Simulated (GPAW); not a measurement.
# Au (Cmcm) in GPAW: further runs

One crystal, Au, is run at these levels: PBEsol, PBEsol+D3, PBEsol+D3(BJ), PBEsol+D3(BJ)+ATM, PBEsol+D4; tasks: relaxation of cell and atoms.

Program: GPAW 26.7.0. These are calculated values, not measurements. Logs are shortened: lines on timing, memory, paths and dates and some standing lists are left out, and cuts for length are marked. The log counts tension as positive stress, the text compression.

### Step 1. The crystal as given

It takes space group Cmcm (No. 63, orthorhombic). Conventional cell: a = 2.823 Å, b = 5.112 Å, c = 4.893 Å, α = 90.00°, β = 90.00°, γ = 90.00°. Around Au (site symmetry m2m) lie 12 Au at 2.82 to 2.97 Å.

This isn't the form of Au at room conditions, which is fcc.

### Step 2. Relaxation of cell and atoms, PBEsol

Input file run.py:

```python
from ase import Atoms
from ase.filters import FrechetCellFilter
from ase.io import write
from ase.optimize import BFGS
from gpaw import GPAW, PW, setup_paths

setup_paths.insert(0, '.')

atoms = Atoms(['Au', 'Au'],
              cell=[[1.411309965, -2.555933025, 0.0],
                    [1.411309965, 2.555933025, 0.0],
                    [0.0, 0.0, 4.89316961]],
              scaled_positions=[[0.33467203, 0.66532797, 0.25],
                                [0.66532797, 0.33467203, 0.75]],
              pbc=True)

calc = GPAW(mode=PW(600),
            xc='PBEsol',
            kpts={'size': (8, 8, 4), 'gamma': True},
            occupations={'name': 'fermi-dirac', 'width': 0.05},
            nbands=23,
            convergence={'density': 1e-05, 'forces': 0.0001},
            maxiter=150,
            txt='gpaw.txt')
atoms.calc = calc
opt = BFGS(FrechetCellFilter(atoms), trajectory='relax.traj', logfile='-')
done = opt.run(fmax=0.02, steps=60)
calc.write('gs.gpw')
write('result.traj', atoms)
print('Converged:', done)
print('Cell:', atoms.cell.cellpar().round(4))
print('Volume:', round(atoms.get_volume(), 4))
print(atoms.get_scaled_positions().round(5))
```

Potentials or basis: PAW data sets generated in the run's folder for this functional, pw.

Command:

```bash
$ gpaw-setup -f PBEsol Au
$ OMP_NUM_THREADS=1 python run.py
```

gpaw.txt:

```text
__  _  _
 | _ |_)|_||  |
 |__||  | ||/\| - 26.7.0

Input parameters:
  mode=PW(ecut=600.0),
  convergence={'density': 1e-05, 'forces': 0.0001},
  kpts=MonkhorstPack(size=(8, 8, 4), gamma=True),
  maxiter=150,
  nbands=23,
  occupations=Occupations(name='fermi-dirac', width=0.05),
  xc=XC(name='PBEsol')

Diagonalizing LCAO Hamiltonian
Converting LCAO to pw mode

       Au

        Au

Atoms  # Å, Bohr magnetons
|   | symbol |        x |         y |        z |    initial magnetic moments |
|---|--------|----------|-----------|----------|-----------------------------|
| 0 |     Au | 1.411310 |  0.845134 | 1.223292 | ( 0.0000,  0.0000,  0.0000) |
| 1 |     Au | 1.411310 | -0.845134 | 3.669877 | ( 0.0000,  0.0000,  0.0000) |

Unit cell  # Å
| periodic |        x |         y |        z |  lengths |     angles |
|----------|----------|-----------|----------|----------|------------|
|      yes | 1.411310 | -2.555933 | 0.000000 | 2.919690 |  90.000000 |
|      yes | 1.411310 |  2.555933 | 0.000000 | 2.919690 |  90.000000 |
|      yes | 0.000000 |  0.000000 | 4.893170 | 4.893170 | 122.187660 |

Number of symmetries: 4
Symmetry operations  # r_c * U_cc + t_c -> r_c
|   | kind |            matrix            |
|---|------|------------------------------|
| 0 |  E   |  1, 0, 0,  0, 1, 0,  0, 0, 1 |
| 1 |  C2  |  0, 1, 0,  1, 0, 0,  0, 0,-1 |
| 2 |  σ   |  0,-1, 0, -1, 0, 0,  0, 0, 1 |
| 3 |  i   | -1, 0, 0,  0,-1, 0,  0, 0,-1 |

BZ-sampling:
  Number of BZ points: 256
  Number of IBZ points: 78

  Monkhorst-Pack size: [8, 8, 4]
  Monkhorst-Pack shift: [0.0625, 0.0625, 0.125]

K-points  # in reciprocal-cell coordinates
|     |                                coordinates |     weight |
|-----|--------------------------------------------|------------|
|   0 | (  0.00000000,   0.00000000,   0.00000000) | 0.00390625 |
|   1 | (  0.00000000,   0.00000000,   0.25000000) | 0.00781250 |
|   2 | (  0.00000000,   0.00000000,   0.50000000) | 0.00390625 |
|   3 | (  0.12500000,  -0.12500000,  -0.25000000) | 0.00781250 |
|   4 | (  0.12500000,  -0.12500000,   0.00000000) | 0.00781250 |
|   5 | (  0.12500000,  -0.12500000,   0.25000000) | 0.00781250 |
|   6 | (  0.12500000,  -0.12500000,   0.50000000) | 0.00781250 |
|   7 | (  0.12500000,   0.00000000,  -0.25000000) | 0.01562500 |
|   8 | (  0.12500000,   0.00000000,   0.00000000) | 0.01562500 |
|   9 | (  0.12500000,   0.00000000,   0.25000000) | 0.01562500 |
| ... |                                            |            |
|  77 | (  0.50000000,   0.50000000,   0.50000000) | 0.00390625 |

Plane wave coefficients: 1198
Cutoff: 600.0 eV

Spin-components: 1 (collinear spins)
Bands:           23
Projectors:      12
Spin-degeneracy: 2
Datatype:        complex128

Parallelization:
  kpt:    1
  domain: 1
  band:   1

Density:
  Valence electrons: 22.0
  Components: 1
  Grid points: [18 18 28]
  Charge: 0.0  # |e|

Potential:
  Grid points: [18 18 28]

species:
  Au:
    name:    Gold
    Z:       79.0
    valence: 11
    core:    68
    charge:  0.0  # [|e|]
    compensation charges:
      type: gauss
      rc: 0.42  # [Å]
      lmax: 2
    cutoffs:
      filter: 2.33  # [Å]
      core: 2.81  # [Å]
    projectors
    | kind |    occ | energy [eV] | rcut [Å] |
    |------|--------|-------------|----------|
    |   6s |  1.000 |      -5.766 |    1.323 |
    |   6p |  0.000 |      -0.708 |    1.323 |
    |   5d | 10.000 |      -6.915 |    1.323 |
    |    s |        |      21.446 |    1.323 |
    |    p |        |      26.504 |    1.323 |
    |    d |        |      20.296 |    1.323 |

    Using partial waves for Au as LCAO basis

Reference energy: -1032911.311445  # eV

eigensolver:
  PPCG
  Converge bands: occupied
  niter=2

density mixing:
  MSR1-Mixer
  Pratt-step length: 0.05
  Maximum mixing coefficient: 0.75
  Old densities: 10
  SVD Regularization: 0.005
  Good broyden scale: 1.0
  Trust region scale: 1.0
  Backstep threshold: 4.0
  History deletion threshold: 6.0
  Fourier metric: weight=20.0, sigma=0.015

occupation numbers:
  Fermi-Dirac:
    width: 0.0500  # eV

poisson solver:
  ecut: 4800.0  # eV
[... 3135 lines left out ...]
convergence criteria:
- Maximum integral of absolute [dens]ity change: 1e-05 electrons / valence electron
- Maximum change in the atomic [forces] across last 2 cycles: 0.0001 eV/Ang OR
Maximum error relative to the maximum force is below inf
- Maximum [total energy] change in last 3 cyles: 0.0005 eV / valence electron
- Maximum integral of absolute [eigenst]ate change: 4e-08 eV^2 / valence electron
maximum number of iterations: 150

SCF iterations
|iter     | |      energy | eigst |  dens |force |
|---------|-|-------------|-------|-------|------|
|iter:   1| |   -7.631704 | -3.03 |       |      |
|iter:   2| |   -7.631701 | -5.13 | -2.98 |      |
|iter:   3| |   -7.631653c| -5.74 | -3.03 |      |
|iter:   4| |   -7.631642c| -6.26 | -3.46 |      |
|iter:   5| |   -7.631641c| -6.50 | -3.83 |      |
|iter:   6| |   -7.631641c| -7.58c| -4.57 |      |
|iter:   7| |   -7.631641c| -8.03c| -5.07c|      |
|iter:   8| |   -7.631641c| -8.34c| -5.53c|-3.83 |
|iter:   9| |   -7.631641c| -9.04c| -6.19c|-3.88 |
|iter:  10| |   -7.631641c| -9.41c| -6.65c|-4.38c|

Converged in 10 steps
Energy contributions relative to reference atoms: (reference = -1032911.311445)

Energy contributions:
  Kinetic:         -21.056269
  Coulomb:          17.682586
  Zero:              0.299072
  External:          0.000000
  Xc:               -4.554965
  Entropy:          -0.004129
  Spinorbit:         0.000000
  ----------------------------
  Free energy:      -7.633705
  Extrapolated:     -7.631641

dipole moment: (-0.000015, -0.000000, -0.000026)  # |e|*Ang

Fermi level: 9.480
Eigenvalues  # (at kpt = [0.000, 0.000, 0.000])
| band index |      eig [eV] | occ [0-2] |
|------------|---------------|-----------|
|          0 |        -0.252 |     2.000 |
|        ... |               |           |
|          4 |         5.157 |     2.000 |
|          5 |         5.517 |     2.000 |
|          6 |         5.557 |     2.000 |
|          7 |         5.740 |     2.000 |
|          8 |         6.099 |     2.000 |
|          9 |         7.244 |     2.000 |
[... 8 lines left out ...]
|         18 |        30.280 |     0.000 |
|         19 |        30.433 |     0.000 |
|        ... |               |           |
|         22 |        33.429 |     0.000 |

No gap
No difference between direct/indirect transitions

Stress tensor  # eV/Ang^3
|         x |         y |         z |
|-----------|-----------|-----------|
| -0.000500 |  0.000000 |  0.000000 |
|  0.000000 | -0.000375 |  0.000000 |
|  0.000000 |  0.000000 | -0.000447 |

Forces  # eV/Ang
|       x |        y |        z |
|---------|----------|----------|
| 0.00000 |  0.00009 | -0.00003 |  # Au   0
| 0.00000 | -0.00009 |  0.00003 |  # Au   1

# Writing to gs.gpw (mode='')
```

Wall time 4.9 min (1 thread of Intel Xeon 6975P-C (Granite Rapids), shared host); peak memory 0.46 GiB.

Results:

| Item | Value |
| --- | --- |
| Free energy | -7.6337 eV |
| Relaxed volume | 17.36 Å³/atom |
| Relaxed cell | a = 2.968 Å, b = 2.968 Å, c = 4.751 Å, α = 90.00°, β = 90.00°, γ = 123.91° |
| Space group after relaxing (to 0.05 Å) | Cmcm (No. 63) |
| Energy gained by relaxing | 8.4 meV/atom |
| Ionic steps | 16 |
| Pressure after relaxing | 0.1 GPa |
| Band gap on the k mesh | none (metal or under the smearing width) |

The path:
```
step  energy change (eV)  largest force (eV/Å)  pressure (GPa)  volume (Å³)
   1              0.0000                0.0023           -2.36        35.30
   2             -0.0034                0.0008           -1.48        35.11
   3             -0.0079                0.0067            0.76        34.64
   4             -0.0091                0.0095            0.90        34.61
   5             -0.0142                0.0564            0.85        34.62
   6             -0.0148                0.0399            0.23        34.74
   7             -0.0149                0.0379           -0.03        34.79
   8             -0.0150                0.0370           -0.21        34.82
   9             -0.0152                0.0355           -0.45        34.86
  10             -0.0156                0.0301           -0.66        34.88
  11             -0.0160                0.0148           -0.56        34.84
  12             -0.0163                0.0113           -0.24        34.77
  13             -0.0165                0.0105            0.15        34.69
  14             -0.0166                0.0081            0.21        34.68
  15             -0.0167                0.0020            0.19        34.69
  16             -0.0168                0.0001            0.07        34.72
```

Final structure:
```
Au
1.0
     1.39523   -2.61913    0.00000
     1.39523    2.61913    0.00000
     0.00000    0.00000    4.75052
Au
2
Direct
  0.34220 0.65780 0.25000
  0.65780 0.34220 0.75000
```

Caveat: with this Au data set, volumes or pressures lay over 1.5 % or 2 GPa off other programs in two to four cells of ten; later steps reuse the first step's grids. Spin-orbit coupling is left out, which matters for the levels of Au.

### Step 3. Relaxation of cell and atoms, PBEsol+D3

run.py: that of step 2 with these lines changed.

```diff
@@ -1,2 +1,3 @@
 from ase import Atoms
+from ase.calculators.mixing import SumCalculator
 from ase.filters import FrechetCellFilter
@@ -4,2 +5,3 @@
 from ase.optimize import BFGS
+from dftd3.ase import DFTD3
 from gpaw import GPAW, PW, setup_paths
@@ -24,3 +26,3 @@
             txt='gpaw.txt')
-atoms.calc = calc
+atoms.calc = SumCalculator([calc, DFTD3(method='pbesol', damping='d3zero')])
 opt = BFGS(FrechetCellFilter(atoms), trajectory='relax.traj', logfile='-')
```

Potentials or basis: PAW data sets generated in the run's folder for this functional, pw.

Command:

```bash
$ gpaw-setup -f PBEsol Au
$ OMP_NUM_THREADS=1 python run.py
```

gpaw.txt:

```text
__  _  _
 | _ |_)|_||  |
 |__||  | ||/\| - 26.7.0

Input parameters:
  mode=PW(ecut=600.0),
  convergence={'density': 1e-05, 'forces': 0.0001},
  kpts=MonkhorstPack(size=(8, 8, 4), gamma=True),
  maxiter=150,
  nbands=23,
  occupations=Occupations(name='fermi-dirac', width=0.05),
  xc=XC(name='PBEsol')

Diagonalizing LCAO Hamiltonian
Converting LCAO to pw mode

       Au

        Au

Atoms  # Å, Bohr magnetons
|   | symbol |        x |         y |        z |    initial magnetic moments |
|---|--------|----------|-----------|----------|-----------------------------|
| 0 |     Au | 1.411310 |  0.845134 | 1.223292 | ( 0.0000,  0.0000,  0.0000) |
| 1 |     Au | 1.411310 | -0.845134 | 3.669877 | ( 0.0000,  0.0000,  0.0000) |

Unit cell  # Å
| periodic |        x |         y |        z |  lengths |     angles |
|----------|----------|-----------|----------|----------|------------|
|      yes | 1.411310 | -2.555933 | 0.000000 | 2.919690 |  90.000000 |
|      yes | 1.411310 |  2.555933 | 0.000000 | 2.919690 |  90.000000 |
|      yes | 0.000000 |  0.000000 | 4.893170 | 4.893170 | 122.187660 |

[... 393 lines left out ...]
Forces  # eV/Ang
|       x |        y |        z |
|---------|----------|----------|
| 0.00000 | -0.00135 | -0.00000 |  # Au   0
| 0.00000 |  0.00135 |  0.00000 |  # Au   1
[... 138 lines left out ...]
SCF iterations
|iter     | |      energy | eigst |  dens |force |
|---------|-|-------------|-------|-------|------|
|iter:   1| |   -7.696399 | -1.28 |       |      |
|iter:   2| |   -7.673498 | -3.80 | -1.49 |      |
|iter:   3| |   -7.597634 | -2.81 | -1.55 |      |
|iter:   4| |   -7.600005 | -4.14 | -2.42 |      |
|iter:   5| |   -7.601401c| -3.90 | -2.67 |      |
|iter:   6| |   -7.601389c| -6.65 | -3.77 |      |
|iter:   7| |   -7.601387c| -7.59c| -4.26 |      |
|iter:   8| |   -7.601387c| -8.40c| -4.97 |      |
|iter:   9| |   -7.601387c| -9.04c| -5.80c|      |
|iter:  10| |   -7.601387c| -9.65c| -6.12c|-3.96 |
|iter:  11| |   -7.601387c|-10.41c| -6.76c|-5.95c|

Converged in 11 steps
Energy contributions relative to reference atoms: (reference = -1032911.311445)

Energy contributions:
  Kinetic:         -15.142006
  Coulomb:          12.628531
  Zero:              0.309011
  External:          0.000000
  Xc:               -5.393450
  Entropy:          -0.006946
  Spinorbit:         0.000000
  ----------------------------
  Free energy:      -7.604860
  Extrapolated:     -7.601387
[... 2124 lines left out ...]
Forces  # eV/Ang
|       x |        y |        z |
|---------|----------|----------|
| 0.00000 |  0.03140 |  0.00000 |  # Au   0
| 0.00000 | -0.03140 | -0.00000 |  # Au   1

# Writing to gs.gpw (mode='')
```

stdout:

```text
Step          Energy          fmax
BFGS:    0       -8.682306        0.883086
BFGS:    1       -8.702793        0.602642
BFGS:    2       -8.718433        0.252034
BFGS:    3       -8.719668        0.208752
BFGS:    4       -8.726298        0.186443
BFGS:    5       -8.728469        0.127620
BFGS:    6       -8.729657        0.092904
BFGS:    7       -8.730002        0.091602
BFGS:    8       -8.731422        0.115177
BFGS:    9       -8.732815        0.162162
BFGS:   10       -8.734006        0.114133
BFGS:   11       -8.734417        0.028329
BFGS:   12       -8.734459        0.004533
Converged: True
Cell: [  2.9478   2.9478   4.6903  90.      90.     124.0511]
Volume: 33.7676
[[0.34512 0.65488 0.25   ]
 [0.65488 0.34512 0.75   ]]
```

Wall time 4.1 min (1 thread of Intel Xeon 6975P-C (Granite Rapids), shared host); peak memory 0.34 GiB.

What came out:

- Free energy: -8.7361 eV
- Relaxed volume: 16.88 Å³/atom
- Relaxed cell: a = 2.948 Å, b = 2.948 Å, c = 4.690 Å, α = 90.00°, β = 90.00°, γ = 124.05°
- Space group after relaxing (to 0.05 Å): Cmcm (No. 63)
- Energy gained by relaxing: 26.1 meV/atom
- Ionic steps: 13
- Pressure after relaxing: 0.0 GPa
- Band gap on the k mesh: none (metal or under the smearing width)
- Dispersion energy per atom: -0.559 eV

The path:
```tsv
step	energy change (eV)	largest force (eV/Å)	pressure (GPa)	volume (Å³)
1	0.0000	0.0049	-6.73	35.30
2	-0.0205	0.0078	-4.46	34.75
3	-0.0361	0.0225	0.76	33.67
4	-0.0374	0.0231	0.36	33.74
5	-0.0440	0.0503	-1.18	34.01
6	-0.0462	0.0746	-0.92	33.95
7	-0.0474	0.0915	-0.09	33.79
8	-0.0477	0.0902	0.17	33.74
9	-0.0491	0.0749	0.92	33.60
10	-0.0505	0.0443	1.24	33.54
11	-0.0517	0.0067	0.85	33.61
12	-0.0521	0.0022	0.18	33.73
13	-0.0522	0.0006	0.00	33.77
```

Final structure:
```yaml
crystal:
  lattice:
    - [1.38274, -2.60335, 0.00000]
    - [1.38274, 2.60335, 0.00000]
    - [0.00000, 0.00000, 4.69027]
  atoms:
    - { symbol: Au, position: [0.34512, 0.65488, 0.25000] }
    - { symbol: Au, position: [0.65488, 0.34512, 0.75000] }
```

Caveat: with this Au data set, volumes or pressures lay over 1.5 % or 2 GPa off other programs in two to four cells of ten; later steps reuse the first step's grids; pairwise dispersion overbinds metals, which lowers pressure and volume. The run has no spin-orbit coupling, so splittings on Au are missing.

### Step 4. Relaxation of cell and atoms, PBEsol+D3(BJ)

run.py: that of step 3 with these lines changed.

```diff
@@ -26,3 +26,3 @@
             txt='gpaw.txt')
-atoms.calc = SumCalculator([calc, DFTD3(method='pbesol', damping='d3zero')])
+atoms.calc = SumCalculator([calc, DFTD3(method='pbesol', damping='d3bj')])
 opt = BFGS(FrechetCellFilter(atoms), trajectory='relax.traj', logfile='-')
```

Command:

```bash
$ gpaw-setup -f PBEsol Au
$ OMP_NUM_THREADS=1 python run.py
```

Run time: 4.5 min. Hardware: 1 thread of Intel Xeon 6975P-C (Granite Rapids), shared host; peak memory 0.34 GiB.

The run converged. Its results:

```yaml
Free_energy: -8.8938 eV
Relaxed_volume: 16.79 Å³/atom
Relaxed_cell: a = 2.931 Å, b = 2.931 Å, c = 4.691 Å, α = 90.00°, β = 90.00°, γ = 123.60°
Space_group_after_relaxing_to_0.05_Å: Cmcm (No. 63)
Energy_gained_by_relaxing: 29.9 meV/atom
Ionic_steps: 15
Pressure_after_relaxing: -0.1 GPa
Band_gap_on_the_k_mesh: none (metal or under the smearing width)
Dispersion_energy_per_atom: -0.641 eV
```

Forces in eV/Å, atoms in the order of the input:
```
Au   0.000 -0.002  0.000
Au   0.000  0.002  0.000
```

Step by step:
| step | energy change (eV) | largest force (eV/Å) | pressure (GPa) | volume (Å³) |
| --- | --- | --- | --- | --- |
| 1 | 0.0000 | 0.0017 | -8.01 | 35.30 |
| 2 | -0.0280 | 0.0028 | -5.15 | 34.64 |
| 3 | -0.0465 | 0.0219 | 0.77 | 33.50 |
| 4 | -0.0478 | 0.0219 | 0.30 | 33.57 |
| 5 | -0.0534 | 0.0403 | -1.05 | 33.78 |
| 6 | -0.0554 | 0.0623 | -0.87 | 33.74 |
| 7 | -0.0562 | 0.0742 | -0.19 | 33.61 |
| 8 | -0.0566 | 0.0750 | 0.17 | 33.54 |
| 9 | -0.0573 | 0.0701 | 0.65 | 33.46 |
| 10 | -0.0583 | 0.0503 | 1.03 | 33.39 |
| 11 | -0.0592 | 0.0226 | 0.85 | 33.42 |
| 12 | -0.0597 | 0.0055 | 0.24 | 33.53 |
| 13 | -0.0597 | 0.0043 | -0.03 | 33.57 |
| 14 | -0.0598 | 0.0041 | -0.08 | 33.58 |
| 15 | -0.0598 | 0.0023 | -0.09 | 33.58 |

Final structure:
```xyz
2
Lattice="1.3852 -2.5833 0.0000 1.3852 2.5833 0.0000 0.0000 0.0000 4.6912" Properties=species:S:1:pos:R:3 pbc="T T T"
Au    1.3852    0.8133    1.1728
Au    1.3852   -0.8133    3.5184
```

Levels at points of the mesh, in eV from the Fermi level:
| k point | band 9 | band 10 | band 11 | band 12 | band 13 | band 14 |
| --- | --- | --- | --- | --- | --- | --- |
| (0.00, 0.00, 0.00) | -3.50 | -2.29 | -2.12 | -1.12 | 3.13 | 14.73 |
| (0.00, 0.00, 0.50) | -2.89 | -2.89 | -2.52 | -2.52 | 11.49 | 11.49 |
| (0.50, 0.00, 0.00) | -1.94 | -1.82 | 0.37 | 1.84 | 6.22 | 7.55 |
| (0.50, 0.00, 0.50) | -1.81 | -1.81 | 0.64 | 0.64 | 4.30 | 4.30 |
| (0.50, 0.50, 0.00) | -1.85 | -1.82 | 0.09 | 0.87 | 5.84 | 7.05 |
| (0.50, 0.50, 0.50) | -1.95 | -1.95 | -0.23 | -0.23 | 3.53 | 3.53 |

Caveat: with this Au data set, volumes or pressures lay over 1.5 % or 2 GPa off other programs in two to four cells of ten; later steps reuse the first step's grids; pairwise dispersion overbinds metals, which lowers pressure and volume. The run has no spin-orbit coupling, so splittings on Au are missing.

[end of part 1 of 2]
